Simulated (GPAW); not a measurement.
Crystal: GaN.

```
CELL_PARAMETERS angstrom
0.00000 2.25350 2.25350
2.25350 0.00000 2.25350
2.25350 2.25350 0.00000
ATOMIC_POSITIONS crystal
Ga 0.00000 0.00000 0.00000
N 0.25000 0.25000 0.25000
```

The cell is a database's computed one.

- Program: GPAW 26.7.0
- Task: single point
- Functional: PBEsol
- Potentials or basis: PAW data sets generated in the run's folder for this functional
- Cutoff: 800 eV
- Basis: pw
- k mesh: 10 × 10 × 10
- Occupations: fermi-dirac, width 0.05 eV
- Spin: no spin polarisation

On this cell: pressure 6.7 GPa; largest force zero by symmetry; band gap on the k mesh 1.79 eV, direct.

The same run follows on a disturbed copy (atoms moved at random, drawn with an rms of 0.05 Å):

```
CELL_PARAMETERS angstrom
0.00000 2.25350 2.25350
2.25350 0.00000 2.25350
2.25350 2.25350 0.00000
ATOMIC_POSITIONS crystal
Ga 0.00643 0.99831 0.99469
N 0.24250 0.24820 0.25662
```

Question: What changes?

Answer: The energy moves by +6.7 meV/atom; pressure 6.9 GPa; largest force 0.644 eV/Å; band gap on the k mesh 1.70 eV, direct.

Forces on the atoms (eV/Å):
```
Ga   0.413 -0.011 -0.494
N   -0.413  0.011  0.494
```

Stress tensor (GPa, compression positive):
```
 6.91  2.86  0.12
 2.86  7.04 -2.39
 0.12 -2.39  6.85
```

